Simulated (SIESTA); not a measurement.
**Sn under changes of volume**

One of the cells (27.650 Å³/atom); the others are scaled copies at fixed shape and fractional positions:

```
CELL_PARAMETERS angstrom
-2.94014 2.94014 1.59930
2.94014 -2.94014 1.59930
2.94014 2.94014 -1.59930
ATOMIC_POSITIONS crystal
Sn 0.00000 0.00000 0.00000
Sn 0.75000 0.25000 0.50000
```

| Item | Value |
| --- | --- |
| Program | SIESTA 5.4.2 |
| Functional | PBEsol |
| Potentials or basis | PseudoDojo 0.4 standard (PBEsol files) |
| Basis | DZP (energy shift 0.003 Ry; two zetas on semicore shells) |
| Grid cutoff | 500 Ry |
| Energy shift | 0.003 Ry |
| k mesh | 9 × 9 × 9 |
| Occupations | fermi-dirac, width 0.05 eV |
| Spin | no spin polarisation |

```csv
volume (Å³/atom),energy over the lowest point (meV/atom),pressure (GPa)
25.991,12.37,3.1
26.544,4.05,1.8
27.097,0.00,0.6
27.650,0.08,-0.6
28.203,3.74,-1.5
28.756,?,?
29.309,20.10,-3.2
```

**Question.** What does the run at 28.756 Å³/atom give?

**Answer.** Energy over the lowest point 10.46 meV/atom; pressure -2.4 GPa.

Worked out: A Birch-Murnaghan fit of order 3 (a polynomial in V^(-2/3)) to the other rows has its minimum at 27.36 Å³/atom with B0 = V·E''(V) = 54 GPa and B' = 4.6 at fixed shape and positions, which overstates the stiffness. It gives 10.49 meV/atom at 28.756 Å³/atom, against the run's 10.46, and -dE/dV = -2.4 GPa, against -2.4.

Energies are extrapolated to zero smearing.

Caveats: the basis of atomic orbitals isn't converged, which shifts pressures, moduli and gaps.
